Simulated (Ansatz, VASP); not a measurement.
## RbBr in VASP and in Ansatz

File INCAR:

```
PREC = Accurate
ENCUT = 520
EDIFF = 1E-7
ISMEAR = -1
SIGMA = 0.05
LREAL = False
LASPH = True
NELM = 100
ALGO = Normal
ISIF = 2
LWAVE = False
LCHARG = False
GGA = PE
NBANDS = 15
```

File KPOINTS:

```
Automatic mesh
0
Gamma
  7 7 7
```

Contents of POSCAR:

```
RbBr
1.0
    0.0000000000      3.3806835115      3.3806835115
    3.3806835115      0.0000000000      3.3806835115
    3.3806835115      3.3806835115      0.0000000000
Rb Br
1 1
Direct
    0.0000000000      0.0000000000      0.0000000000
    0.5000000000      0.5000000000      0.5000000000
```

File input.yaml:

```yaml
crystal:
  lattice:
    - [0.0, 3.3806835115, 3.3806835115]
    - [3.3806835115, 0.0, 3.3806835115]
    - [3.3806835115, 3.3806835115, 0.0]
  atoms:
    - { symbol: Rb, position: [0.0, 0.0, 0.0] }
    - { symbol: Br, position: [0.5, 0.5, 0.5] }
hamiltonian:
  xc: pbe
  pseudopotentials: { kind: paw }
kpoints:
  mp_grid: { grid: [7, 7, 7] }
scf:
  occupations: { method: fermi_dirac, width: 0.05 }
output:
  forces: true
  stress: true
  eigenvalues: true
```

Change from the starting cell: volume scaled by 0.96.

Alike in both runs: task single point; functional PBE; k mesh 7 × 7 × 7; occupations fermi-dirac, width 0.05 eV; no spin polarisation.

|  | VASP | Ansatz |
| --- | --- | --- |
| version | VASP 6.6.1 | Ansatz 0.2.0 |
| potentials or method | VASP PAW PBE potentials, release 64 (Rb_sv, Br) | Ansatz PAW |
| plane-wave cutoff (eV) | 520 | 420 |
| valence electrons in the cell | 16 | 16 |

VASP gave:

- gap on the k mesh at the Fermi level (eV): 4.47
- least direct gap on the mesh (eV): 4.47
- pressure (GPa): 1.8

Problem. Estimate Ansatz's values.

Solution. gap on the k mesh at the Fermi level (eV): 4.47; least direct gap on the mesh (eV): 4.47; pressure (GPa): 1.7.

Caveats: odd divisions of the mesh miss points on the zone boundary, where band edges often lie, so the gap on the mesh can be too wide (Ansatz).
